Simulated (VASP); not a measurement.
# Si (Fd-3m) in VASP: further runs

One crystal, Si, is run at these levels: PBEsol; tasks: single point, relaxation of cell and atoms.

Program: VASP 6.6.1. These are calculated values, not measurements. Logs are shortened: lines on timing, memory, paths and dates and some standing lists are left out, and cuts for length are marked.

## 1. Starting point

It takes space group Fd-3m (No. 227, cubic). The conventional cell has a = 5.434 Å, b = 5.434 Å, c = 5.434 Å, α = 90.00°, β = 90.00°, γ = 90.00°. Around Si (site symmetry -43m) lie 4 Si at 2.35 Å.

## 2. Single point, PBEsol

File INCAR:

```
ALGO     = Normal         # electronic algorithm
EDIFF    = 1E-6           # SCF threshold, eV
ENCUT    = 520            # plane-wave cutoff, eV
GGA      = PS             # functional
ISIF     = 2              # what is computed and relaxed
ISMEAR   = 0              # smearing method
LASPH    = True           # aspherical terms in the spheres
LCHARG   = False          # write CHGCAR
LREAL    = False          # projectors in reciprocal space
LWAVE    = False          # write WAVECAR
NBANDS   = 11             # bands
NELM     = 100            # most SCF steps
PREC     = Accurate       # precision mode
SIGMA    = 0.02           # smearing width, eV
```

File KPOINTS:

```
k-points
0
Gamma
  8 8 8
```

File POSCAR:

```
Si
1.0
    0.0000000000      2.7169170501      2.7169170501
    2.7169170501      0.0000000000      2.7169170501
    2.7169170501      2.7169170501      0.0000000000
Si
2
Direct
    0.2500000000      0.2500000000      0.2500000000
    0.0000000000      0.0000000000      0.0000000000
```

Potentials or basis: VASP PAW PBE potentials, release 64 (Si).

The run is started by

```
$ cat potpaw_PBE.64/Si/POTCAR > POTCAR
$ mpirun -np 1 vasp_std > vasp.out
```

OUTCAR:

```text
EDIFF = 1E-6
   ENCUT = 520
   GGA = PS
   ISIF = 2
   ISMEAR = 0
   LASPH = True
   LREAL = False
   NELM = 100
   PREC = Accurate

 ion  position               nearest neighbor table
   1  0.250  0.250  0.250-   2 2.35   2 2.35   2 2.35   2 2.35
   2  0.000  0.000  0.000-   1 2.35   1 2.35   1 2.35   1 2.35

  LATTYP: Found a face centered cubic cell.
 ALAT       =     5.4338341002

  Lattice vectors:

 A1 = (   0.0000000000,   2.7169170501,   2.7169170501)
 A2 = (   2.7169170501,   0.0000000000,   2.7169170501)
 A3 = (   2.7169170501,   2.7169170501,   0.0000000000)

Analysis of symmetry for initial positions (statically):
=====================================================================
 Subroutine PRICEL returns:
 Original cell was already a primitive cell.

 Routine SETGRP: Setting up the symmetry group for a
 face centered cubic supercell.

 Subroutine GETGRP returns: Found 48 space group operations
 (whereof 24 operations were pure point group operations)
 out of a pool of 48 trial point group operations.

The static configuration has the point symmetry T_d .
 The point group associated with its full space group is O_h .

Analysis of symmetry for dynamics (positions and initial velocities):
=====================================================================
 Subroutine PRICEL returns:
 Original cell was already a primitive cell.

 Routine SETGRP: Setting up the symmetry group for a
 face centered cubic supercell.

 Subroutine GETGRP returns: Found 48 space group operations
 (whereof 24 operations were pure point group operations)
 out of a pool of 48 trial point group operations.

The dynamic configuration has the point symmetry T_d .
 The point group associated with its full space group is O_h .

 Subroutine INISYM returns: Found 48 space group operations
 (whereof 24 operations are pure point group operations),
 and found     1 'primitive' translations

----------------------------------------------------------------------------------------

                                     Primitive cell

  volume of cell :      40.1106

  direct lattice vectors                    reciprocal lattice vectors
     0.000000000  2.716917050  2.716917050    -0.184032118  0.184032118  0.184032118
     2.716917050  0.000000000  2.716917050     0.184032118 -0.184032118  0.184032118
     2.716917050  2.716917050  0.000000000     0.184032118  0.184032118 -0.184032118

  length of vectors
     3.842300940  3.842300940  3.842300940     0.318752979  0.318752979  0.318752979

  position of ions in fractional coordinates (direct lattice)
     0.250000000  0.250000000  0.250000000
     0.000000000  0.000000000  0.000000000

  ion indices of the primitive-cell ions
   primitive index   ion index
                 1           1
                 2           2

----------------------------------------------------------------------------------------

 KPOINTS: k-points

Automatic generation of k-mesh.
 Grid dimensions read from file:
 generate k-points for:    8    8    8

 Generating k-lattice:

  Cartesian coordinates                     Fractional coordinates (reciprocal lattice)
    -0.023004015  0.023004015  0.023004015     0.125000000  0.000000000  0.000000000
     0.023004015 -0.023004015  0.023004015     0.000000000  0.125000000  0.000000000
     0.023004015  0.023004015 -0.023004015     0.000000000  0.000000000  0.125000000

  Length of vectors
     0.039844122  0.039844122  0.039844122

  Shift w.r.t. Gamma in fractional coordinates (k-lattice)
     0.000000000  0.000000000  0.000000000

 Subroutine IBZKPT returns following result:
 ===========================================

 Found     29 irreducible k-points:

 Following reciprocal coordinates:
            Coordinates               Weight
  0.000000  0.000000  0.000000      1.000000
  0.125000  0.000000  0.000000      8.000000
  0.250000  0.000000  0.000000      8.000000
  0.375000  0.000000  0.000000      8.000000
  0.500000  0.000000  0.000000      4.000000
  0.125000  0.125000  0.000000      6.000000
[... 16 lines left out ...]
  0.500000  0.250000  0.125000     48.000000
 -0.375000  0.250000  0.125000     24.000000
 [... further k-points ...]
   k-points           NKPTS =     29   k-points in BZ     NKDIM =     29   number of bands    NBANDS=     11
   number of dos      NEDOS =    301   number of ions     NIONS =      2
   total plane-waves  NPLWV =  27000
   dimension x,y,z NGX =    30 NGY =   30 NGZ =   30
   dimension x,y,z NGXF=    60 NGYF=   60 NGZF=   60
   ions per type =               2
   NGX,Y,Z   is equivalent  to a cutoff of  12.98, 12.98, 12.98 a.u.
   NGXF,Y,Z  is equivalent  to a cutoff of  25.96, 25.96, 25.96 a.u.
 SYSTEM =  unknown system
   PREC   = accura    normal or accurate (medium, high low for compatibility)
   ISTART =      0    job   : 0-new  1-cont  2-samecut
   ICHARG =      2    charge: 1-file 2-atom 10-const
   ISPIN  =      1    spin polarized calculation?
   LNONCOLLINEAR =      F non collinear calculations
   LSORBIT =      F    spin-orbit coupling
   LASPH  =      T    aspherical Exc in radial PAW
   ENCUT  =  520.0 eV  38.22 Ry    6.18 a.u.   7.14  7.14  7.14*2*pi/ulx,y,z
   NELM   =    100;   NELMIN=  2; NELMDL= -5     # of ELM steps
   EDIFF  = 0.1E-05   stopping-criterion for ELM
   LREAL  =      F    real-space projection
   EDIFFG = 0.1E-04   stopping-criterion for IOM
   NSW    =      0    number of steps for IOM
   IBRION =     -1    ionic relax: 0-MD 1-quasi-New 2-CG
   NFREE  =      0    steps in history (QN), initial steepest desc. (CG)
   ISIF   =      2    stress and relaxation
   ISYM   =      2    0-nonsym 1-usesym 2-fastsym
   POTIM  = 0.5000    time-step for ionic-motion
   TEBEG  =    0.0;   TEEND  =   0.0 temperature during run
   PSTRESS=    0.0 pullay stress
   NELECT =       8.0000    total number of electrons
   NUPDOWN=      -1.0000    fix difference up-down
   EMIN   =  10.00;   EMAX   =-10.00  energy-range for DOS
   EFERMI =   0.00;   METHOD = LEGACY
   ISMEAR =     0;   SIGMA  =   0.02  broadening in eV -4-tet -1-fermi 0-gaus
   EFERMI_NEDOS =   21; number of points for ismear=-14 and -15
   IALGO  =     38    algorithm
   IMIX   =      4    mixing-type and parameters
     AMIX     =   0.40;   BMIX     =  1.00
     AMIX_MAG =   1.60;   BMIX_MAG =  1.00
  volume/ion in A,a.u.               =      20.06       135.34
  Fermi-wavevector in a.u.,A,eV,Ry     =   0.956500  1.807523 12.447873  0.914893
  Thomas-Fermi vector in A             =   2.085434
   LORBIT       =      0    0 simple, 1 ext, 2 COOP (PROOUT), +10 PAW based schemes
   GGA     = PS    functional components
   LHFCALC =     F    Hartree Fock is set to
   AEXX    =    0.0000 exact exchange contribution
   IVDW    =     0    specifies the selected vdW correction
   LEPSILON=     F    determine dielectric tensor
   LRPA    =     F    only Hartree local field effects (RPA)
 non-spin polarized calculation
 Gauss-broadening in eV      SIGMA  =   0.02
  energy-cutoff  :      520.00
  volume of cell :       40.11
 maximum number of plane-waves:      1106
 NGX is ok and might be reduce to    30
   NGX = 15   NGY = 15   NGZ = 15

 number of electron       8.0000001 magnetization

 Free energy of the ion-electron system (eV)
  ---------------------------------------------------
  ext. energy  EPLUGINS =         0.00000000
  ---------------------------------------------------
  free energy    TOTEN  =       -11.48911737 eV

  energy without entropy =      -11.48911737  energy(sigma->0) =      -11.48911737

 E-fermi :   5.9285     XC(G=0):  -9.5463

 val. band max:        5.7740597019   @ k =   0.0000   0.0000   0.0000
 cond. band min:       6.2794869445   @ k =   0.3750   0.3750   0.0000
 fundamental gap:      0.5054272426
 Fermi energy:         5.9284617542

 k-point     1 :       0.0000    0.0000    0.0000
  band No.  band energies     occupation
      1      -6.2048      2.00000
      2       5.7741      2.00000
      3       5.7741      2.00000
      4       5.7741      2.00000
      5       8.2900      0.00000
      6       8.2900      0.00000
      7       8.2900      0.00000
      8       9.0785      0.00000
      9      13.4608      0.00000
     10      13.4608      0.00000
     11      13.4767      0.00000

 k-point     2 :       0.1250    0.0000    0.0000
  band No.  band energies     occupation
      1      -6.0001      2.00000
      2       4.1617      2.00000
      3       5.4819      2.00000
      4       5.4819      2.00000
      5       8.2144      0.00000
      6       8.7174      0.00000
      7       8.7174      0.00000
      8      10.4280      0.00000
      9      12.9566      0.00000
     10      12.9566      0.00000
     11      14.2832      0.00000

 k-point     3 :       0.2500    0.0000    0.0000
  band No.  band energies     occupation
      1      -5.4028      2.00000
      2       1.8248      2.00000
      3       5.0097      2.00000
      4       5.0097      2.00000
      5       7.7290      0.00000
      6       9.2302      0.00000
      7       9.2302      0.00000
      8      12.6079      0.00000
      9      12.9035      0.00000
     10      12.9035      0.00000
     11      14.5516      0.00000
[... 267 lines left out ...]
 k-point    23 :       0.5000    0.2500    0.1250
  band No.  band energies     occupation
      1      -3.9790      2.00000
      2      -0.0826      2.00000
      3       2.4167      2.00000
      4       3.8256      2.00000
      5       8.5699      0.00000
      6       9.2521      0.00000
      7      10.7097      0.00000
      8      11.6539      0.00000
      9      14.7259      0.00000
     10      15.4066      0.00000
     11      17.6235      0.00000

 k-point    24 :      -0.3750    0.2500    0.1250
  band No.  band energies     occupation
      1      -3.3201      2.00000
      2      -1.0366      2.00000
      3       2.2892      2.00000
      4       3.5931      2.00000
      5       8.7708      0.00000
      6       8.8113      0.00000
      7      11.6293      0.00000
      8      12.8063      0.00000
      9      13.0926      0.00000
     10      16.2532      0.00000
     11      17.3861      0.00000

 [... further k-points ...]

------------------------ aborting loop because EDIFF is reached ----------------------------------------

  FORCE on cell =-STRESS in cart. coord.  units (eV):
  Direction    XX          YY          ZZ          XY          YZ          ZX
  --------------------------------------------------------------------------------------
  -------------------------------------------------------------------------------------
  Total        0.0271429      0.0271429      0.0271429      0.0000000      0.0000000      0.0000000
  in kB        1.0841939      1.0841939      1.0841939      0.0000000      0.0000000      0.0000000
  external PRESSURE =       1.0841939 kB  Pullay stress =       0.0000000 kB

 VOLUME and BASIS-vectors are now :
 -----------------------------------------------------------------------------
  energy-cutoff  :      520.00
  volume of cell :       40.11
      direct lattice vectors                 reciprocal lattice vectors
     0.000000000  2.716917050  2.716917050    -0.184032118  0.184032118  0.184032118
     2.716917050  0.000000000  2.716917050     0.184032118 -0.184032118  0.184032118
     2.716917050  2.716917050  0.000000000     0.184032118  0.184032118 -0.184032118

 POSITION                                       TOTAL-FORCE (eV/Angst)
 -----------------------------------------------------------------------------------
      1.35846      1.35846      1.35846        -0.000000     -0.000000     -0.000000
      0.00000      0.00000      0.00000         0.000000      0.000000      0.000000
 -----------------------------------------------------------------------------------
    total drift:                               -0.000000     -0.000000     -0.000000

  FREE ENERGIE OF THE ION-ELECTRON SYSTEM (eV)
  ---------------------------------------------------
  free  energy   TOTEN  =       -11.4891173689 eV

  energy  without entropy=      -11.4891173689  energy(sigma->0) =      -11.48911737
```

Run time: 10 s. Hardware: 1 thread of Intel Xeon Platinum 8259CL at 2.50GHz (Skylake/Cascade Lake), shared host; peak memory 0.16 GiB.

What came out:

| Item | Value |
| --- | --- |
| Free energy | -11.4891 eV |
| Pressure | 0.1 GPa |
| Band gap on the k mesh | 0.51 eV, indirect (least direct gap 2.52 eV) |

Levels at points of the mesh, in eV from the valence-band top:
```csv
k point,band 1,band 2,band 3,band 4,band 5,band 6,band 7,band 8
"(0.00, 0.00, 0.00)",-11.98,0.00,0.00,0.00,2.52,2.52,2.52,3.30
"(0.50, 0.00, 0.00)",-9.63,-7.01,-1.20,-1.20,1.46,3.27,3.27,7.51
"(0.50, 0.50, 0.00)",-7.82,-7.82,-2.87,-2.87,0.59,0.59,10.05,10.05
```

Caveat: the PAW data sets were made with another functional, which shifts forces and pressure a little. A k mesh can miss the band edges.

## 3. Relaxation of cell and atoms, PBEsol

This run uses another cell than the first one, of 20.16 Å³/atom, 1.005 times its volume.

File INCAR:

```
SYSTEM = Si
PREC = Accurate
ENCUT = 600
EDIFF = 1E-6
ISMEAR = 0
SIGMA = 0.02
LREAL = .False.
LASPH = .True.
NELM = 100
ALGO = Fast
ISIF = 3
LWAVE = .False.
LCHARG = .False.
GGA = PS
IBRION = 2
NSW = 100
EDIFFG = -0.005
```

File KPOINTS:

```
regular mesh
0
Gamma
  8 8 8
  0 0 0
```

File POSCAR:

```
Si
1.0
    0.0000000000      2.7218511865      2.7218511865
    2.7218511865      0.0000000000      2.7218511865
    2.7218511865      2.7218511865      0.0000000000
Si
2
Direct
    0.2500000000      0.2500000000      0.2500000000
    0.0000000000      0.0000000000      0.0000000000
```

Potentials or basis: VASP PAW PBE potentials, release 64 (Si).

The run is started by

```
$ cat potpaw_PBE.64/Si/POTCAR > POTCAR
$ mpirun -np 1 vasp_std > vasp.out
```

Run time: 15 s. Hardware: 1 thread of Intel Xeon Platinum 8259CL at 2.50GHz (Skylake/Cascade Lake), shared host; peak memory 0.17 GiB.

The run converged. Its results:

```
Free energy                            : -11.4891 eV
Relaxed volume                         : 20.08 Å³/atom
Relaxed cell                           : a = 3.844 Å, b = 3.844 Å, c = 3.844 Å, α = 60.00°, β = 60.00°, γ = 60.00°
Space group after relaxing (to 0.05 Å) : Fd-3m (No. 227)
Energy gained by relaxing              : 0.1 meV/atom
Ionic steps                            : 3
Pressure after relaxing                : 0.0 GPa
Band gap on the k mesh                 : 0.51 eV, indirect (least direct gap 2.52 eV)
```

Step by step:
```
step  energy change (eV)  largest force (eV/Å)  pressure (GPa)  volume (Å³)
   1              0.0000                0.0000           -0.39        40.33
   2             -0.0001                0.0000            0.26        40.05
   3             -0.0002                0.0000            0.01        40.15
```

Final structure:
```cif
data_structure
_symmetry_space_group_name_H-M 'P 1'
_symmetry_Int_Tables_number 1
_cell_length_a 3.8437
_cell_length_b 3.8437
_cell_length_c 3.8437
_cell_angle_alpha 60.000
_cell_angle_beta 60.000
_cell_angle_gamma 60.000
_cell_volume 40.15
loop_
_atom_site_label
_atom_site_type_symbol
_atom_site_fract_x
_atom_site_fract_y
_atom_site_fract_z
_atom_site_occupancy
Si1 Si 0.25000 0.25000 0.25000 1
Si2 Si 0.00000 0.00000 0.00000 1
```

Levels at points of the mesh, in eV from the valence-band top:
```
           k point  band 1  band 2  band 3  band 4  band 5  band 6  band 7  band 8
(0.00, 0.00, 0.00)  -11.97    0.00    0.00    0.00    2.52    2.52    2.52    3.29
(0.50, 0.00, 0.00)   -9.63   -7.00   -1.20   -1.20    1.46    3.27    3.27    7.51
(0.50, 0.50, 0.00)   -7.82   -7.82   -2.87   -2.87    0.59    0.59   10.04   10.04
```

Caveat: the PAW data sets were made with another functional, which shifts forces and pressure a little. PBEsol gaps usually lie below the measured ones, often by a third to a half.
